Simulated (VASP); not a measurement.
## C19O: single point with PBEsol

Slab: C19O, a slab with vacuum.

```xyz
20
Lattice="7.3980 0.0000 0.0000 -3.6990 6.4069 0.0000 0.0000 0.0000 13.0000" Properties=species:S:1:pos:R:3 pbc="T T T"
C    -0.0259   -0.0057    0.8428
C     1.2120    0.7091    0.8425
C    -1.2687    2.1412    0.8426
C    -0.0258    2.8588    0.8424
C    -2.4871    4.2798    0.8428
C    -1.2686    4.9831    0.8432
C     2.4303    0.0057    0.8429
C     3.6733    0.7232    0.8422
C     1.2121    2.1442    0.8423
C     2.4302    2.8477    0.8426
C    -0.0256    4.2657    0.8426
C     1.2122    4.9803    0.8417
C     4.9112    0.0084    0.8419
C     6.1294    0.7119    0.8418
C     3.6731    2.1301    0.8423
C     4.9111    2.8447    0.8425
C     2.4303    4.2771    0.8418
C     3.6730    4.9945    0.8428
C     4.4556   -0.3152    4.2939
O     3.5390    0.1154    4.8023
```

The cell was built by a generator and needn't be a form met in nature.

- Program: VASP 6.6.1
- Task: single point
- Functional: PBEsol
- Potentials or basis: VASP PAW PBE potentials, release 64 (C, O)
- Cutoff: 520 eV
- k mesh: 2 × 2 × 1
- Occupations: gaussian, width 0.02 eV
- Spin: no spin polarisation

| Item | Value |
| --- | --- |
| Largest force | 1.028 eV/Å |
| Band gap on the k mesh | 0.21 eV, direct |

Forces on the atoms (eV/Å):
```
C    0.011  0.025 -0.001
C   -0.017  0.003  0.006
C    0.015 -0.009 -0.001
C    0.000 -0.010  0.006
C   -0.008  0.004  0.004
C    0.000  0.007 -0.003
C    0.008 -0.017 -0.001
C    0.006 -0.015 -0.003
C   -0.019 -0.003  0.001
C    0.020  0.015 -0.003
C    0.005  0.011 -0.001
C   -0.009  0.002 -0.006
C   -0.020 -0.006 -0.005
C    0.007  0.011  0.010
C    0.004  0.009  0.004
C   -0.018  0.010 -0.003
C    0.007 -0.013  0.005
C    0.010 -0.023 -0.004
C    0.829 -0.395 -0.461
O   -0.832  0.392  0.456
```

Levels at points of the mesh, in eV from the valence-band top:
```
           k point  band 39  band 40  band 41  band 42  band 43  band 44
(0.00, 0.00, 0.00)    -2.90     0.00     0.00     0.21     0.21     2.39
(0.50, 0.00, 0.00)    -2.53    -2.53    -2.26     1.75     2.34     2.37
(0.00, 0.50, 0.00)    -2.54    -2.53    -2.26     1.75     2.34     2.37
(0.50, 0.50, 0.00)    -2.53    -2.53    -2.26     1.74     2.38     2.40
```

Run time: 3.2 min on 1 thread of Intel(R) Xeon(R) 6975P-C (Granite Rapids), with other jobs on the host, peak memory 0.64 GiB.

Caveat: the k mesh is coarse (spacing up to 0.49 Å⁻¹), so the values aren't converged; the standard files for N, O and F lose accuracy on very short bonds; the PAW data sets were made with another functional, which shifts forces and pressure a little.
